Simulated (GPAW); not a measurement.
Input of a GPAW 26.7.0 run:

run.py

```python
from ase import Atoms
from ase.dft.bandgap import bandgap
from ase.io import write
from gpaw import GPAW, PW

atoms = Atoms(['Ga', 'Ga', 'Ga', 'Ga', 'N', 'N', 'N', 'N'],
              cell=[[3.2115377864, 0.0, 0.0],
                    [-1.6057688932, 2.7812733083, 0.0],
                    [0.0, 0.0, 10.35684]],
              scaled_positions=[[0.0, 0.0, 0.785868],
                                [0.6666666667, 0.3333333333, 0.037349],
                                [0.3333333333, 0.6666666667, 0.537349],
                                [0.0, 0.0, 0.285868],
                                [0.0, 0.0, 0.093038],
                                [0.6666666667, 0.3333333333, 0.343745],
                                [0.0, 0.0, 0.593038],
                                [0.3333333333, 0.6666666667, 0.843745]],
              pbc=True)

calc = GPAW(mode=PW(800),
            xc='TB09',
            kpts={'size': (6, 6, 2), 'gamma': True},
            occupations={'name': 'fermi-dirac', 'width': 0.05},
            nbands=32,
            convergence={'density': 1e-05, 'energy': 1e-05},
            eigensolver='cg',
            maxiter=150,
            txt='gpaw.txt')
atoms.calc = calc
energy = atoms.get_potential_energy()
calc.write('gs.gpw')
write('result.traj', atoms)
print('Fermi level:', round(calc.get_fermi_level(), 4), 'eV')
print(f'Gap: {bandgap(calc)[0]:.4f} eV, direct: {bandgap(calc, direct=True)[0]:.4f} eV')
```

Potentials or basis: GPAW PAW data sets for LDA (gpaw-data 1.2.1), pw.

Command:

```console
$ OMP_NUM_THREADS=1 python run.py
```

(1) What does it give for the band gap on the k mesh?

Results:

(1) 2.12 eV, direct.

Caveat: a model potential gives levels but no total energy.

**What was measured.**

From “Studying electronic properties in GaN without electrical contacts using γ-γ vs e−-γ Perturbed Angular Correlations”, 2019, pmc:6823545, for a bulk crystal of GaN: band gap 3.503 ± 0.005 eV (direct).

Measured gap of GaN: 3.503 eV (direct; quoted in “Studying electronic properties in GaN without electrical contacts using γ-γ vs e−-γ Perturbed Angular Correlations”, 2019, pmc:6823545). This calculation gives 2.12 eV (-1.39 eV). Spin-orbit coupling on Ga is left out. The value is that of TB-mBJ, without temperature or zero-point motion. The cell is a database's relaxed one, not the measured one, which moves gaps too.
